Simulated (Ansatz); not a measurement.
**Structure types of Sc compared at 7.2 GPa**

Structure types of Sc are relaxed in primitive cells with their symmetry kept at 7.2 GPa, first on PAW files, then by LAPW. The enthalpy is E + pV at zero temperature, without zero-point motion. Only the types listed were tried, and differences under about 5 meV/atom are mesh noise.

Computed with Ansatz 0.2.0; functional PBE, scalar-relativistic. Settings: Fermi–Dirac smearing of 0.05 eV, no spin polarisation. Methods: LAPW: all electrons, basis error target 0.5 meV/atom; PAW: frozen-core files, cutoff 420 eV.

k meshes: fcc 15×15×15, bcc 15×15×15, hcp 14×14×8, beta tin 14×14×14, diamond 11×11×11, simple hexagonal 15×15×13.

| start type | ends as | a, b, c (Å) | V (Å³/atom) | H − H(lowest), LAPW (meV/atom) |
| --- | --- | --- | --- | --- |
| fcc | fcc, Fm-3m | 4.444, 4.444, 4.444 | 21.94 | 45.9 |
| bcc | bcc, Im-3m | 3.542, 3.542, 3.542 | 22.21 | 112.9 |
| hcp | hcp, P6_3/mmc | 3.204, 3.204, 4.962 | 22.06 | 0.0 |
| beta tin | beta tin, I4_1/amd | 5.355, 5.355, 3.014 | 21.61 | ? |
| diamond | diamond, Fd-3m | 5.597, 5.597, 5.597 | 21.92 | 2166.1 |
| simple hexagonal | simple hexagonal, P6/mmm | 3.021, 3.021, 2.784 | 22.00 | ? |

Q: Fill in "H − H(lowest), LAPW (meV/atom)" for the row "beta tin".

A: 402.7.

Q: What belongs in the row "simple hexagonal", column "H − H(lowest), LAPW (meV/atom)"?

A: 438.0.

Q: Split the lead of hcp over fcc into energy and pV.

A: For fcc less hcp: ΔE = +51.5 meV/atom, and p·ΔV = 7.2 GPa × -0.1250 Å³ × 6.242 meV/(GPa·Å³) = -5.6 meV/atom, together 45.9 meV/atom. hcp wins by its internal energy, though it is the less dense.
